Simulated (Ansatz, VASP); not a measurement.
# Two plane-wave programs on SiC

```
CELL_PARAMETERS angstrom
3.07351 0.00000 0.00000
-1.53676 2.66174 0.00000
0.00000 0.00000 5.04525
ATOMIC_POSITIONS crystal
Si 0.33333 0.66667 0.49960
Si 0.66667 0.33333 0.99960
C 0.33333 0.66667 0.87540
C 0.66667 0.33333 0.37540
```

The cell is a database's computed one.

Alike in both runs: task single point; functional r2SCAN; k mesh 6 × 6 × 4; occupations gaussian, width 0.1 eV; no spin polarisation.

```csv
,VASP,Ansatz
version,VASP 6.6.1,Ansatz 0.2.0
potentials or method,"VASP PAW PBE potentials, release 64 (Si, C)","scalar-relativistic, plane waves, PAW"
plane-wave cutoff (eV),520,500
valence electrons in the cell,16,16
```

Ansatz gave:

- gap on the k mesh at the Fermi level (eV): 2.65
- least direct gap on the mesh (eV): 4.48
- pressure (GPa): 0.4
- largest component of the traceless stress (GPa): 0.11
- rms of the force components (eV/Å): 0.004

Problem. Estimate VASP's values.

Solution. gap on the k mesh at the Fermi level (eV): 2.65; least direct gap on the mesh (eV): 4.49; pressure (GPa): 0.2; largest component of the traceless stress (GPa): 0.09; rms of the force components (eV/Å): 0.004.

Atom by atom the forces differ by 0.000 eV/Å (rms over components).

Caveats: the PAW data sets were made with another functional, which shifts forces and pressure a little (VASP). r2SCAN opens gaps a little over a GGA but as a rule still falls short of measured ones. A k mesh can miss the band edges.
